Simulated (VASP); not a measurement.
```
CELL_PARAMETERS angstrom
      0.00000     2.79481     2.79481
      2.79481     0.00000     2.79481
      2.79481     2.79481     0.00000
ATOMIC_POSITIONS crystal
  Al 0.00000 0.00000 0.00000
  Sb 0.25000 0.25000 0.25000
```

Calculation: PBEsol GGA, VASP's PBE PAW potentials (set 64) (plane waves; VASP 6.6.1). Settings: 480 eV cut-off, 8×8×8 Γ-centred mesh, Gaussian smearing of 0.050 eV, potentials Al Sb.

Unless said otherwise, spin-orbit coupling is left out, though it shifts the bands of the heavy elements here.

**Question.** Estimate the energy per atom (σ→0), pressure, band gap (on the k-mesh) with the smallest direct gap where there is one.

**Answer.** 
```json
{
 "band gap (on the k-mesh)": "0.44 eV",
 "smallest direct gap (on the k-mesh)": "3.26 eV",
 "energy per atom (σ→0)": "-3890 meV/atom",
 "pressure": "30.00 GPa"
}
```

The compound is AlSb in the zinc blende structure. It was relaxed first under an external pressure of 30 GPa.
